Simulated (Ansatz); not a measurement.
# What Be2H3I (built on the sites of a database entry of Sr2H3I) distorts into, part 3 of 4

Which phase does Be2H3I (built on the sites of a database entry of Sr2H3I) fall into along its unstable mode, and how much energy does it gain?

Ansatz 0.2.0; DFT PBEsol, scalar-relativistic, plane waves, PAW.

So far. Step 4 (The mode frozen in, largest atomic shift 0.6 Å): The run ends at a pressure of 2.80 GPa, with forces up to 1.1 eV/Å. Step 5 (Energy along the mode, all amplitudes (two of the runs …): The lowest of the steps tried is the last one, at 0.6 Å, 153 meV/atom below the parent; the bottom of the well need not coincide with a step.

The structure was built from a prototype and need not be the compound's stable phase.

### Step 6. Relaxation from the frozen mode (continued)

Relaxation path (22 of 38):

```
step  energy less that of the first step (eV)  largest force component (eV/Å)  pressure (GPa)  volume (Å³)
   1                                   0.0000                          0.8934            2.80        58.29
   3                                  -1.0416                          0.5383            1.88        63.06
   5                                  -1.4871                          0.2047            1.70        67.80
   6                                  -1.5645                          0.1502            0.63        71.19
   8                                  -1.6581                          0.2872           -0.93        73.20
  10                                  -1.7284                          0.2675            0.47        68.11
  12                                  -1.6299                          1.5702            2.44        68.12
  13                                  -1.7750                          0.1705           -0.28        67.61
  15                                  -1.8871                          0.5493            0.36        67.07
  17                                  -2.1872                          0.4871            1.32        68.63
  19                                  -2.2495                          0.3062           -0.09        73.47
  20                                  -2.2730                          0.2791            0.18        74.43
  22                                  -2.2984                          0.0745            0.03        77.42
  24                                  -2.3151                          0.0743            0.12        81.26
  26                                  -2.3117                          0.1674           -0.17        83.58
  27                                  -2.3198                          0.0141            0.05        82.00
  29                                  -2.3198                          0.0004            0.00        82.12
  31                                  -2.3868                          0.0178            0.27        84.45
  33                                  -2.3873                          0.0724            0.01        86.57
  34                                  -2.3880                          0.0020            0.02        86.48
  36                                  -2.3876                          0.0061            0.00        87.56
 38*                                  -2.3909                          0.0006            0.00        87.60
```

Relaxation steps marked * repeat the geometry before them on a plane-wave basis chosen anew for their cell, so energy and pressure can jump there. Other such steps can lie between the rows shown. Relaxation steps 12, 26, 33 were tried and not accepted.

Forces are held to the 2 operations that the run works with; a distortion that breaks them can't arise in this run.

```
     cell as run  before   after   change
           a (Å)   3.454   4.134  +19.7 %
           b (Å)   3.454   3.647   +5.6 %
           c (Å)   5.643   6.474  +14.7 %
           β (°)   90.00   90.12   +0.1 %
           γ (°)  120.00  116.17   -3.2 %
volume (Å³/atom)    9.72   14.60  +50.3 %
```

The atoms that moved most (Å, as changes of fractional coordinates times the final cell, the mean shift of all atoms taken out):

```
atom      dx      dy      dz  length
  I6   1.060  -1.143   0.737   1.724
 Be1   0.174   0.451  -1.206   1.300
  H4  -0.516   0.053   0.619   0.807
  H5  -0.455   0.088  -0.300   0.552
 Be2  -0.048   0.323   0.400   0.517
  H3  -0.215   0.227  -0.251   0.401
```

Final coordinates:

```xyz
6
Lattice="4.1250 0.2759 -0.0041 -1.8236 3.1586 0.0000 -0.0067 -0.0039 6.4735" Properties=species:S:1:pos:R:3 pbc="T T T"
Be    3.0893    1.7836    2.8303
Be    0.8863    2.6174    2.8319
H    -0.1755   -0.1013    2.9864
H     1.8500    1.0681    2.9838
H    -0.0738    2.0631    3.8045
I     1.7469   -1.0972    0.7364
```

This step gave:

```yaml
pressure: -2.87e-4 GPa
gap_on_the_k_mesh: 2.104 eV
volume_per_atom: 14.60 Å³
```

Valence density in the ab plane at fractional z = 0.438, with atoms of Be and H within 0.2 Å of it. It is the smooth field of the valence electrons, not physical close to the nuclei.

Values in e/Å³, 12 rows by 14 columns, each cell a mean:
```
0.6 0.3 0.1 0.1 0.1 0.1 0.2 0.2 0.2 0.2 0.4 0.6 1.0 1.2
0.3 0.2 0.1 0.1 0.2 0.2 0.2 0.1 0.1 0.2 0.4 0.6 0.7 0.6
0.2 0.2 0.2 0.2 0.2 0.3 0.2 0.1 0.1 0.2 0.3 0.4 0.4 0.3
0.2 0.2 0.3 0.3 0.3 0.3 0.2 0.1 0.2 0.2 0.3 0.3 0.3 0.2
0.2 0.2 0.3 0.3 0.3 0.3 0.2 0.2 0.2 0.2 0.3 0.3 0.2 0.2
0.1 0.2 0.3 0.3 0.2 0.2 0.2 0.2 0.3 0.3 0.4 0.3 0.2 0.1
0.1 0.2 0.2 0.2 0.1 0.1 0.2 0.3 0.5 0.6 0.5 0.4 0.2 0.1
0.2 0.2 0.1 0.1 0.1 0.1 0.2 0.5 1.1 1.0 0.6 0.4 0.2 0.2
0.2 0.2 0.1 0.1 0.1 0.1 0.3 0.8 1.2 0.9 0.5 0.3 0.2 0.2
0.3 0.2 0.1 0.1 0.1 0.1 0.3 0.6 0.7 0.5 0.3 0.3 0.3 0.3
0.5 0.3 0.1 0.1 0.1 0.1 0.2 0.3 0.3 0.3 0.3 0.3 0.4 0.6
0.8 0.4 0.1 0.1 0.1 0.1 0.2 0.2 0.2 0.2 0.3 0.4 0.7 1.1
```
Columns run along a (4.1 Å), rows up along b (3.6 Å). Atoms in or near the plane, at fractional coordinates: Be at (0.96, 0.48), Be at (0.56, 0.78), H at (0.95, 0.97), H at (0.58, 0.29).

Electrostatic potential energy in the ab plane at fractional z = 0.438, with atoms of Be and H within 0.2 Å of it. With pseudopotentials it is smooth inside the atoms' cores, unlike the true potential.

Values in eV, 12 rows by 14 columns, each cell a mean:
```
 -9   3   6   6   5   4  -2 -12 -25 -24 -11  -3 -19 -31
  2   4   4   5   4   0 -14 -32 -41 -35 -14  -3  -5  -5
  0   0   1   3   1  -5 -28 -41 -42 -32  -8   0   2   1
-12 -11  -3   1   0  -8 -27 -36 -30 -15  -1   2   0  -6
-32 -25  -7   0   0  -4 -15 -17 -10  -2   2   0 -11 -25
-41 -28  -6   1   2   1  -1  -1   1   2   1  -6 -29 -41
-36 -18  -1   3   4   4   3   2  -1  -1  -2 -13 -36 -43
-16  -3   3   5   6   6   3  -6 -26 -17  -3 -12 -27 -28
 -1   2   5   6   7   6   1 -19 -33 -12  -1  -4  -9  -8
  2   4   6   7   7   6   1  -9  -7   1   2   1   1   1
 -5   2   6   7   7   6   4   2   1   1   1   2   1  -4
-19   0   6   7   6   6   3   1  -3  -5  -2   0  -8 -28
```
Columns run along a (4.1 Å; values clipped at the 3rd and 97th percentile), rows up along b (3.6 Å). Atoms in or near the plane, at fractional coordinates: Be at (0.96, 0.48), Be at (0.56, 0.78), H at (0.95, 0.97), H at (0.58, 0.29).

ELF in the ab plane at fractional z = 0.438, with atoms of Be and H within 0.2 Å of it. It is the smooth field of the valence electrons, not physical close to the nuclei.

Ten even steps from '_' (0.04 × 1e-1) to '@' (9.98 × 1e-1), each cell a mean:
```
@@##::__....::..__..##@@@@@@
%%==....::::..____..##@@@@@@
==::::==++==..____..##%%%%##
....==++**++..____::++**++==
__..++****==....--==++++--__
__..==++==--::==##%%%%**..__
__..----::..--##@@@@@@##..__
..........::##@@@@@@@@##..__
==--..____--@@@@@@@@@@**----
##**--____==@@@@@@@@##++**##
@@@@==____--##%%%%**++**%%@@
@@@@==____..==++====**%%@@@@
```
Columns run along a (4.1 Å), rows up along b (3.6 Å). Atoms in or near the plane, at fractional coordinates: Be at (0.96, 0.48), Be at (0.56, 0.78), H at (0.95, 0.97), H at (0.58, 0.29).

The distorted start has space group Cm; the relaxation ends in Cm.

### Step 7. The new phase in its own primitive cell

The relaxed structure is symmetrised, reduced to its primitive cell and relaxed tightly, as its phonons need.

The input, input.yaml:

```yaml
crystal:
  lattice:
    - [3.7103320386, -1.8236116942, 0.0]
    - [3.7103320386, 1.8236116942, 0.0]
    - [-0.0149009615, 0.0, 6.4735276078]
  atoms:
    - { symbol: Be, position: [0.5188308122, 0.5188308122, 0.5621870019] }
    - { symbol: Be, position: [0.2197439585, 0.2197439585, 0.5621808076] }
    - { symbol: H, position: [0.0268317677, 0.0268317677, 0.5387139714] }
    - { symbol: H, position: [0.711647659, 0.711647659, 0.5387080453] }
    - { symbol: H, position: [0.3689885576, 0.3689885576, 0.4121352608] }
    - { symbol: I, position: [0.3699365077, 0.3699365077, 0.886074913] }
kpoints:
  mp_grid: { grid: [8, 8, 4] }
hamiltonian:
  xc: pbesol
scf:
  occupations: { method: fixed }
output:
  forces: true
  stress: true
  eigenvalues: true
relax:
  adjacent_minimum: "off"
  f_tol: 0.001
  max_steps: 60
  cell: { stress_tol: 0.01 }
```

Started as:

```sh
$ ansatz run input.yaml --threads 4 --pin off --max-ram 7168MiB --backend cpu --events-out ev --progress --plain --runs-dir out
```

Numbers of over 12 decimals in the logs are rounded to 6 here.

Output:

```text
[...]
Crystal: 6 atoms, lattice volume = 87.602 Å³
Basis set: ecut = 420 eV, 1707 PW (Γ), exchange–correlation on 60×60×90 points (8 copies of the dense FFT grid, shifted against one another)
Bands: 18, of which v1, the nominal top of the filled ones, is band 12 counted from 1 (11 counted from 0)
Symmetry: 2 space group operations
[...]
k-points: 78 of 256 (time reversal used)
[...]
- [3.709996, -1.822672, -0.000818603]
    - [3.709996, 1.822672, -0.000818603]
    - [-0.016328, 0.0, 6.489824]
  atoms:
    - { symbol: Be, position: [0.518836, 0.518836, 0.562201] }
    - { symbol: Be, position: [0.219721, 0.219721, 0.562201] }
    - { symbol: H, position: [0.026775, 0.026775, 0.538871] }
    - { symbol: H, position: [0.711673, 0.711673, 0.538890] }
    - { symbol: H, position: [0.368920, 0.368920, 0.412536] }
    - { symbol: I, position: [0.370055, 0.370055, 0.885301] }
[key lines of the parts left out:]
SCF converged after 7 iterations
Free energy (F): -7660.251332 eV
Fermi energy:    3.038411 eV
P = ⅓ Tr σ = 0.0011 GPa (0.011 kbar)
```

Run time: 26 s. Hardware: 4 threads of Arm Neoverse V1, shared host; peak memory 0.51 GiB; 1.7 min of CPU time.

Step by step:

```
step  energy less that of the first step (eV)  largest force component (eV/Å)  pressure (GPa)  volume (Å³)
   1                                   0.0000                          0.0021           -0.01        87.60
   2                                   0.0000                          0.0005            0.00        87.59
   3                                   0.0000                          0.0012            0.01        87.62
   4                                   0.0000                          0.0004            0.01        87.67
   5                                   0.0000                          0.0005            0.00        87.74
   6                                   0.0001                          0.0004            0.00        87.77
  7*                                   0.0000                          0.0004            0.00        87.77
```

Relaxation steps marked * repeat the geometry before them on a plane-wave basis chosen anew for their cell, so energy and pressure can jump there.

The run keeps the 2 symmetry operations that it works with, so distortions that break them were not tested.

```
     cell as run  before  after  change
           a (Å)   4.134  4.134  -0.0 %
           b (Å)   4.134  4.134  -0.0 %
           c (Å)   6.474  6.490  +0.3 %
           α (°)   90.12  90.14  +0.0 %
           β (°)   90.12  90.14  +0.0 %
           γ (°)   52.35  52.33  -0.0 %
volume (Å³/atom)   14.60  14.63  +0.2 %
```

Numbers from this step:

- pressure: 0.001146 GPa
- gap on the k-mesh: 2.105 eV
- volume per atom: 14.63 Å³
- direct gap on mesh: 2.618 eV

The largest force component left is 0.41 meV/Å and the pressure is 0.001 GPa, within the tolerances set. The cell now holds 14.63 Å³/atom.

(Continued in part 4 of 4.)

[Logs are printed without paths, hosts, clocks, repeated set-up lines and the standing remarks that a program may print on its own settings, such as how far it seeks lower states.]

[Hosts, paths, dates, database ids (printed as entryN), source tags and the programs' standing remarks are cut or masked in the printed files.]
